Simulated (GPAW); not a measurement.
# N in GPAW: convergence with plane-wave cutoff (eV)

Input of the first run (plane-wave cutoff (eV) 300); the others differ in this setting and in those tied to it:

Contents of run.py:

```python
from ase import Atoms
from ase.dft.bandgap import bandgap
from ase.io import write
from ase.units import GPa
from gpaw import GPAW, PW

atoms = Atoms(['N', 'N'],
              cell=[[2.5194737886, 0.0, 0.0],
                    [-1.2597368943, 2.1819283051, 0.0],
                    [0.0, 0.0, 2.446002]],
              scaled_positions=[[0.3333333333, 0.6666666667, 0.75],
                                [0.6666666667, 0.3333333333, 0.25]],
              pbc=True)

calc = GPAW(mode=PW(300),
            xc='MGGA_X_R2SCAN+MGGA_C_R2SCAN',
            kpts={'size': (9, 9, 8), 'gamma': True},
            occupations={'name': 'fermi-dirac', 'width': 0.05},
            nbands=13,
            convergence={'density': 1e-05, 'energy': 1e-05},
            maxiter=100,
            txt='gpaw.txt')
atoms.calc = calc
energy = atoms.get_potential_energy()
forces = atoms.get_forces()
stress = atoms.get_stress()
calc.write('gs.gpw')
write('result.traj', atoms)
print(f'Energy: {energy:.6f} eV')
print('Forces (eV/A):')
print(forces.round(4))
print('Stress (GPa):', (stress / GPa).round(3))
print('Fermi level:', round(calc.get_fermi_level(), 4), 'eV')
print(f'Gap: {bandgap(calc)[0]:.4f} eV, direct: {bandgap(calc, direct=True)[0]:.4f} eV')
```

Potentials or basis: GPAW PAW data sets (gpaw-data 1.2.1), pw.

The run is started by

```sh
$ OMP_NUM_THREADS=1 python run.py
```

The real solid is made of molecules; this cell is a model form.

Hardware: 1 thread of Arm Neoverse V1, on a shared host.

Q: The values tried are 300, 350, 400, 500, 600, 700, 800, 1000, 1200, loosest first. From which on does the pressure stay within 0.1 GPa of the tightest run that finished?

A: From 1000 on.

```csv
plane-wave cutoff (eV),"energy less the tightest run, at zero smearing (meV/atom)",pressure (GPa),largest force (eV/Å),SCF cycles,CPU time (s),peak memory (GiB)
300,4502.12,-180.92,0.000,10,15,0.13
350,2516.86,-131.04,0.000,10,17,0.13
400,1461.50,-92.07,0.000,10,16,0.14
500,518.90,-42.61,0.000,10,23,0.14
600,144.83,-11.92,0.000,11,26,0.15
700,36.02,-0.05,0.003,10,28,0.15
800,11.49,3.44,0.000,10,45,0.16
1000,2.02,4.90,0.000,10,51,0.17
1200,0.00,4.95,0.000,10,73,0.18
```

Against the tightest run, the largest force stays within 0.005 eV/Å from 300 on. Not settled before the last step: the energy (to 1 meV/atom). The tightest run that finished is the yardstick and may itself not be fully converged.

Caveat, for the tightest run too: the PAW data sets were made with another functional, which shifts forces and pressure a little.
